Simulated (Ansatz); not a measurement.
**Run record: Yb**

The cell (2 atoms) is Yb in the coordinates of a database entry, unrelaxed (space group P6_3/mmc). Forces or pressure are large there, so the entry is far from the computed equilibrium and may be faulty or of a sample under other conditions. Source: COD entry 1522989; the sample's temperature and pressure aren't taken into account, and it need not be the stable phase.

The calculation used Ansatz, DFT, PBE, PAW, plane waves, scalar-relativistic.

Input:

```yaml
crystal:
  lattice:
    - [3.01500148, 0.0, 0.0]
    - [-1.50750074, 2.61106787, 0.0]
    - [0.0, 0.0, 4.823]
  atoms:
    - { symbol: Yb, position: [0.33333333, 0.66666667, 0.25] }
    - { symbol: Yb, position: [0.66666667, 0.33333333, 0.75] }
hamiltonian:
  xc: pbe
  pseudopotentials: { kind: paw }
basis:
  ecutwfc: 420
kpoints:
  mp_grid: { grid: [12, 12, 7] }
scf:
  occupations: { method: fermi_dirac, width: 0.1 }
  lower_state_search: "off"
  algorithm: density_mixing
  max_iter: 100
  mixing: { algorithm: anderson, ndim: 1, beta: 0.5, preconditioner: none }
  convergence: { dm_fallback: { after: 20 } }
output:
  forces: true
  stress: true
```

Launched as:
```sh
ansatz run input.yaml --threads 2 --pin off --max-ram 5120MiB --backend cpu --events-out ev --progress --plain --runs-dir out
```

What the program printed (shortened):

```
band count auto-derived: 30 (N_el = 48.0; filled up to band 24; 29 by the electrons, moments and atoms)
Pseudopotentials: kind: paw
Pseudopotential: Yb, paw, valence charge 24, recommended cutoff 420 eV (normal), Yb.paw.azcp
Functional definition: PBE
Crystal: 2 atoms, lattice volume = 37.968 Å³
Basis set: ecut = 420 eV, 725 PW (Γ), exchange–correlation on 48×48×72 points (8 copies of the dense FFT grid, shifted against one another)
Bands: 30, of which v1, the nominal top of the filled ones, is band 24 counted from 1 (23 counted from 0)
Symmetry: 24 space group operations
Space group: P63/mmc (ITA 194), of the structure as read, at distance tolerance 3.4e-5 Å
k-points: 76 of 1008
Non-local potential: Yb, projectors of the file, l = 0: 3, l = 1: 2, l = 2: 2, l = 3: 3
Initial density: superposition of atomic densities (neutral atoms: chi_scale 0, normalization atom), corrected by the library's trained network
Initial wavefunctions: pseudopotential atomic-orbital guess
Functional: x = pbe(κ = 0.804, μ = 0.2195149727645171), c = pbe(β = 0.06672455060314922)
SCF iter   1: F=—  HF=-27587.870686 eV  |F-HF|=—  |Δ(HF+E_count)|=         —  Δρ=3.80e-3  dr2=1.80e-3  ethr=1.77e-3  ⟨swp⟩=7.2  Hψ=11503  notcnv=0
SCF iter   2: F=—  HF=-27587.868988 eV  |F-HF|=—  |Δ(HF+E_count)|=   1.70e-3  Δρ=4.89e-3  dr2=5.09e-3  ethr=3.74e-6  ⟨swp⟩=4.0  Hψ=6866  notcnv=0  defer=3
SCF iter   3: F=—  HF=-27587.885359 eV  |F-HF|=—  |Δ(HF+E_count)|=   1.64e-2  Δρ=2.19e-2  dr2=1.33e-1  ethr=3.74e-6  ⟨swp⟩=3.6  Hψ=5803  notcnv=0  defer=3
SCF iter   4: F=—  HF=-27588.257608 eV  |F-HF|=—  |Δ(HF+E_count)|=   3.72e-1  Δρ=8.14e-2  dr2=1.82e0  ethr=3.74e-6  ⟨swp⟩=6.6  Hψ=11502  notcnv=0  defer=6
SCF iter   5: F=—  HF=-27595.388415 eV  |F-HF|=—  |Δ(HF+E_count)|=    7.13e0  Δρ=5.40e-1  dr2=7.89e1  ethr=3.74e-6  ⟨swp⟩=7.6  Hψ=13709  notcnv=0  defer=10
SCF iter   6: F=—  HF=-27678.955846 eV  |F-HF|=—  |Δ(HF+E_count)|=    8.36e1  Δρ=6.20e-1  dr2=1.05e2  ethr=3.74e-6  ⟨swp⟩=9.4  Hψ=17965  notcnv=0
SCF iter   7: F=—  HF=-27730.800107 eV  |F-HF|=—  |Δ(HF+E_count)|=    5.18e1  Δρ=2.03e0  dr2=1.09e3  ethr=3.74e-6  ⟨swp⟩=12.0  Hψ=61858  notcnv=0
[... 6 iterations left out ...]
SCF iter  14: F=—  HF=-28374.010294 eV  |F-HF|=—  |Δ(HF+E_count)|=    6.62e2  Δρ=1.80e0  dr2=8.74e2  ethr=3.74e-6  ⟨swp⟩=12.8  Hψ=32508  notcnv=0  defer=8
SCF iter  15: F=—  HF=-27721.067441 eV  |F-HF|=—  |Δ(HF+E_count)|=    6.53e2  Δρ=1.86e0  dr2=9.24e2  ethr=3.74e-6  ⟨swp⟩=12.2  Hψ=29894  notcnv=0  defer=12
SCF iter  16: F=—  HF=-28412.770756 eV  |F-HF|=—  |Δ(HF+E_count)|=    6.92e2  Δρ=1.85e0  dr2=9.14e2  ethr=3.74e-6  ⟨swp⟩=12.6  Hψ=32319  notcnv=0  defer=12
SCF iter  17: F=—  HF=-27715.180767 eV  |F-HF|=—  |Δ(HF+E_count)|=    6.98e2  Δρ=1.81e0  dr2=8.83e2  ethr=3.74e-6  ⟨swp⟩=11.8  Hψ=29715  notcnv=0  defer=7
SCF iter  18: F=—  HF=-28388.102823 eV  |F-HF|=—  |Δ(HF+E_count)|=    6.73e2  Δρ=1.82e0  dr2=8.89e2  ethr=3.74e-6  ⟨swp⟩=13.0  Hψ=32898  notcnv=3  defer=11
SCF iter  19: F=—  HF=-27719.029177 eV  |F-HF|=—  |Δ(HF+E_count)|=    6.69e2  Δρ=1.84e0  dr2=9.10e2  ethr=3.74e-6  ⟨swp⟩=11.4  Hψ=29324  notcnv=0  defer=11
SCF iter  20: F=—  HF=-28404.671027 eV  |F-HF|=—  |Δ(HF+E_count)|=    6.86e2  Δρ=1.84e0  dr2=9.06e2  ethr=3.74e-6  ⟨swp⟩=12.8  Hψ=32631  notcnv=2  defer=16
WARN: density mixing stalled (dr2 = 9.06e2 eV after 20 iterations); switching to direct minimisation
SCF iter  21: F=—  HF=-27716.492954 eV  |F-HF|=—  |Δ(HF+E_count)|=    6.88e2  Δρ=1.82e0  dr2=8.93e2  ethr=2.08e-6  ⟨swp⟩=10.9  Hψ=57225  notcnv=0
Mixer restart at iter 21: flushing history
SCF iter  22: F=—  HF=-27912.284781 eV  |F-HF|=—  |Δ(HF+E_count)|=    1.96e2  Δρ=8.83e-1  dr2=2.00e2  ethr=2.08e-6  ⟨swp⟩=12.0  Hψ=50281  notcnv=0
SCF iter  23: F=—  HF=-27593.868429 eV  |F-HF|=—  |Δ(HF+E_count)|=    3.18e2  Δρ=1.89e-1  dr2=7.21e0  ethr=2.08e-6  ⟨swp⟩=18.6  Hψ=54057  notcnv=0
SCF iter  24: F=—  HF=-27587.882351 eV  |F-HF|=—  |Δ(HF+E_count)|=    5.99e0  Δρ=1.36e-2  dr2=4.56e-2  ethr=2.08e-6  ⟨swp⟩=13.5  Hψ=36746  notcnv=0
SCF iter  25: F=—  HF=-27587.868461 eV  |F-HF|=—  |Δ(HF+E_count)|=   1.39e-2  Δρ=2.80e-4  dr2=2.18e-5  ethr=2.08e-6  ⟨swp⟩=9.5  Hψ=24364  notcnv=0
SCF iter  26: F=-27587.868459 eV  HF=-27587.868459 eV  |F-HF|=8.35e-8  |Δ(HF+E_count)|=   2.39e-6  Δρ=8.76e-6  dr2=1.29e-8  ethr=2.08e-10  ⟨swp⟩=10.3  Hψ=19820  notcnv=0
SCF 1 converged in 26 iterations: F = -27587.868459 eV  dr2 = 1.29e-8
  greatest PAW one-centre occupation: 0.997 electrons in one spin orbital (limit 2), on the Yb atom at site 1 (counted from 0), in its partial waves of l = 0
SCF converged after 26 iterations
Stability not checked: this state was not tested for a lower state beside it, because a direct minimisation reached the state, and no test of it is asked (direct_minimisation; see scf.lower_state_search)
Free energy (F): -27587.868459 eV
Harris-Foulkes:  -27587.868459 eV  (|F-HF|=8.35e-8)
Internal energy: -27587.768253 eV  (E = F + TS)
E sigma→0 (E₀):  -27587.818356 eV
Entropy (-TS):   -0.100205 eV (-50.103 meV/atom)
Fermi energy:    21.247494 eV
--- Per-component energies (eV) ---
  E_band       = 501.886883
  E_kinetic    = 749.977282
  E_local      = -9634.245915  (includes V_loc(G=0)·N_el)
  E_nonlocal   = 1061.357507
  E_hartree    = 4245.322887
  E_xc         = -342.723384
  E_vxc        = -428.287032  (∫ρ·V_xc dr)
  E_paw        = -14688.283321  (= ΣΔE_a)
  E_vpaw       = 262.451835  (= ΣTr[D̂ρ^β])
  E_aug_tail   = 0.000005  (compensation charges beyond the density's cutoff)
  E_ewald      = -8979.173314
  E_smearing   = -0.100205  (= −TS)
  E_closure    = -0.000000  (closes the sum)
  Σ components = -27587.868459   (vs F -27587.868459, Δ=0.00e0)
--- Forces (eV/Å), atoms counted from 1 ---
  atom   1  Yb     0.00000000    -0.00000000    -0.00000000
  atom   2  Yb    -0.00000000     0.00000000     0.00000000
  max |Σ_I F_I| component: 1.39e-17 eV/Å
--- Stress (GPa, compression-positive) ---
       35.677229       0.000000      -0.000000
        0.000000      35.677229       0.000000
       -0.000000       0.000000      36.310912
  P = ⅓ Tr σ = 35.8885 GPa (358.885 kbar)
--- Band table (eV; the first three rows and the last of 76) ---
  k-point 0: bands = ["-30.3019", "-30.0254", "-3.8266", "-1.8384", "-1.8384", "-1.5281", "-1.5281", "-1.4689", "15.2369", "18.5670", "20.2283", "20.2789", "20.3796", "20.4683", "20.4683", "20.5286", "20.5286", "20.5500", "20.5500", "20.5544", "20.6807", "20.6807", "20.7676", "20.7809", "24.5728", "24.5728", "24.9271", "25.0305", "25.7899", "25.7899", "26.8941", "26.8941", "30.4583", "30.4583", "33.9188", "34.4424"]
  k-point 1: bands = ["-30.2885", "-30.0395", "-3.7261", "-1.8233", "-1.8233", "-1.6076", "-1.5438", "-1.5438", "15.5008", "18.5707", "20.2118", "20.3016", "20.3482", "20.4500", "20.4500", "20.5206", "20.5206", "20.5511", "20.5632", "20.5632", "20.7097", "20.7097", "20.7682", "20.7803", "24.4420", "24.4420", "24.6592", "24.7166", "25.5734", "25.5734", "27.2993", "27.2993", "30.6238", "30.6238", "33.5349", "34.9701"]
  k-point 2: bands = ["-30.2509", "-30.0786", "-3.4375", "-1.9800", "-1.7810", "-1.7810", "-1.5875", "-1.5875", "16.2203", "18.4862", "20.1808", "20.2587", "20.3504", "20.4318", "20.4318", "20.4758", "20.4758", "20.5302", "20.6271", "20.6271", "20.7439", "20.7439", "20.7701", "20.7784", "23.9393", "24.2087", "24.2848", "24.2848", "25.0969", "25.0969", "28.2507", "28.2507", "30.7791", "30.7791", "33.3322", "35.4574"]
  k-point 75: bands = ["-29.9869", "-29.9869", "-3.3365", "-3.3365", "-2.9403", "-2.7697", "-1.8773", "-1.8773", "20.0663", "20.0663", "20.0907", "20.2886", "20.4118", "20.4118", "20.4644", "20.4644", "20.4986", "20.5011", "20.6024", "20.6024", "20.6933", "20.6933", "21.5309", "21.5309", "21.6002", "21.8305", "23.6383", "23.6383", "26.2089", "26.9243", "30.2560", "30.2560", "34.1234", "34.1234", "36.5222", "36.5222"]
```

Spin–orbit coupling is left out, so orbital moments of the f shell are missing. A semilocal functional without U tends to delocalise d and f electrons. Spin is off, though the compound may be magnetic.

The run took 50 s on 2 threads of Arm Neoverse V1, with other jobs on the host, peak memory 0.56 GiB.
